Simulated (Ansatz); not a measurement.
# S: the cost of one run

Computed with Ansatz 0.2.0 (DFT PBE, scalar-relativistic, plane waves, PAW, unless a step's input says otherwise).

1 further run of the same task is left out (it didn't finish).

## Step 1: The starting structure

It takes space group P6_3/mmc (No. 194, hexagonal). The conventional cell has a = 2.458 Å, b = 2.458 Å, c = 7.807 Å, α = 90.00°, β = 90.00°, γ = 120.00°. O (site symmetry 3m) is surrounded by 1 O at 1.22 Å.

As a file:

```cif
data_structure
_symmetry_space_group_name_H-M 'P 1'
_symmetry_Int_Tables_number 1
_cell_length_a 2.4582
_cell_length_b 2.4582
_cell_length_c 7.8073
_cell_angle_alpha 90.000
_cell_angle_beta 90.000
_cell_angle_gamma 120.000
_cell_volume 40.86
loop_
_atom_site_label
_atom_site_type_symbol
_atom_site_fract_x
_atom_site_fract_y
_atom_site_fract_z
_atom_site_occupancy
O1 O 0.33333 0.66667 0.32810 1
O2 O 0.66667 0.33334 0.67190 1
O3 O 0.66666 0.33333 0.82810 1
O4 O 0.33333 0.66666 0.17190 1
```

The structure comes from the Materials Project (structure only).

## Step 2: One element swapped, cell strained: O → S, first probe

Against the listed cell: S takes all sites of O, and lengths are scaled by 1.355 as a first guess of the size; strain xx, yy, zz, yz, xz, xy = -1.6, -1.6, -7.6, +0.0, +0.0, +0.0 %; atoms moved by 0.06 Å root mean square, at most 0.06 Å.

The input, input.yaml:

```yaml
crystal:
  lattice:
    - [3.2751619344, 0.0, 0.0]
    - [-1.6375809672, 2.8363734367, 0.0]
    - [0.0, 0.0, 9.7675251245]
  atoms:
    - { symbol: S, position: [0.33333333, 0.66666667, 0.3357883994] }
    - { symbol: S, position: [0.66666667, 0.33333333, 0.6642116006] }
    - { symbol: S, position: [0.66666667, 0.33333333, 0.8357883994] }
    - { symbol: S, position: [0.33333333, 0.66666667, 0.1642116006] }
basis:
  ecutwfc: 420
kpoints:
  mp_grid: { grid: [6, 6, 2] }
hamiltonian:
  xc: pbe
scf:
  occupations: { method: gaussian, width: 0.1 }
output:
  forces: true
  stress: true
  eigenvalues: true
```

Started as:

```sh
$ ansatz run input.yaml --threads 1 --pin off --max-ram 1331MiB --backend cpu --events-out ev --progress --plain --runs-dir out
```

What time and memory should one allow on 1 thread of an x86-64 CPU, shared host?

About 2.8 s, with a peak of 0.33 GiB.
